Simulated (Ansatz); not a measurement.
# Every step of a relaxation of AlRu (CsCl type)

DFT, PBE, PAW with Ansatz's default frozen-core files, scalar-relativistic (Ansatz 0.2.0); a Γ-centred 14×14×14 k mesh, Fermi–Dirac smearing of 0.1 eV, no spin polarisation. The run relaxes cell and atoms at a target pressure of 30 GPa.

Command: `ansatz run input.yaml --threads 1 --pin off --max-ram 3584MiB --backend cpu --events-out ev --progress --plain --runs-dir out` It took 6.5 s on 1 thread of Intel(R) Xeon(R) 6975P-C (Granite Rapids), with other jobs on the host, peak memory 0.36 GiB.

PAW: frozen-core files, cutoff 420 eV; forces are relaxed below 0.005 eV/Å.

Each step lists its enthalpy F + pV a cell above the last geometry, the pressure, the cell vectors (Å), and Cartesian positions (Å) with forces (eV/Å).

The first step:

```
step 1  dH = 45.32 meV  P = 17.04 GPa
  cell 2.9339 0.0000 0.0000  0.0000 2.9339 0.0000  0.0000 0.0000 2.9339
  Ru 0.0000 0.0000 0.0000   0.0000 0.0000 0.0000
  Al 1.4669 1.4669 1.4669   0.0000 0.0000 0.0000
```

Problem. Where does the relaxation end, and by which steps?

Solution. After 4 geometries, with conventional a, b, c = 2.892, 2.892, 2.892 Å, at 12.093 Å³/atom (-4.23 % against the start) in space group Pm-3m, with a shortest distance of 2.504 Å. The further steps:
```
step 2  dH = 7.09 meV  P = 35.8 GPa
  cell 2.8754 0.0000 0.0000  0.0000 2.8754 0.0000  0.0000 0.0000 2.8754
  Ru 0.0000 0.0000 0.0000   0.0000 0.0000 0.0000
  Al 1.4377 1.4377 1.4377   0.0000 0.0000 0.0000
step 3  dH = 0.04 meV  P = 29.6 GPa
  cell 2.8929 0.0000 0.0000  0.0000 2.8929 0.0000  0.0000 0.0000 2.8929
  Ru 0.0000 0.0000 0.0000   0.0000 0.0000 0.0000
  Al 1.4465 1.4465 1.4465   0.0000 0.0000 0.0000
step 4  dH = 0.00 meV  P = 30.0 GPa
  cell 2.8919 0.0000 0.0000  0.0000 2.8919 0.0000  0.0000 0.0000 2.8919
  Ru 0.0000 0.0000 0.0000   0.0000 0.0000 0.0000
  Al 1.4460 1.4460 1.4460   0.0000 0.0000 0.0000
step 5  dH = 0.51 meV  P = 30.0 GPa  (same geometry on a basis chosen anew; earlier energies don't compare to the last digit)
  cell 2.8919 0.0000 0.0000  0.0000 2.8919 0.0000  0.0000 0.0000 2.8919
  Ru 0.0000 0.0000 0.0000   0.0000 0.0000 0.0000
  Al 1.4460 1.4460 1.4460   0.0000 0.0000 0.0000
```
